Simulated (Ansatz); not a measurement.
Space group Cmcm (No. 63). a = 3.517 Å, b = 13.348 Å, c = 3.556 Å, α = 90.00°, β = 90.00°, γ = 90.00°
```json
{"atom": "Ti", "site": "4c", "symmetry": "m2m", "x": "0.5000", "y": "0.6025", "z": "0.7500"}
{"atom": "Si", "site": "4c", "symmetry": "m2m", "x": "0.5000", "y": "0.9400", "z": "0.7500"}
{"atom": "Si", "site": "4c", "symmetry": "m2m", "x": "0.0000", "y": "0.7503", "z": "0.7500"}
```

Equation of state of this TiSi2 structure (not necessarily the ground state), with shape and atoms relaxed at each volume where symmetry leaves them free. It has no gap at any of these volumes. All numbers below come from Ansatz, DFT PBEsol, scalar-relativistic, plane waves, PAW.

Plane waves to 420 eV, a k mesh through Γ of 10×10×10 on the computed 6-atom cell and Gaussian smearing (0.10 eV); no spin polarisation.

```csv
V (Å³/atom),E − E(largest V) (meV/atom),P (GPa)
12.241,87.73,23.05
12.658,37.40,15.82
13.076,4.47,9.68
13.493,-13.72,4.45
13.910,-19.35,-0.01
14.328,-14.26,-3.82
14.745,0.00,-7.08
```

Q: Fit a third-order Birch–Murnaghan equation to E(V).

A: V0 = 13.91 Å³/atom, B0 = 137 GPa, B0' = 4.3.

This form isn't the usual stable structure of the compound.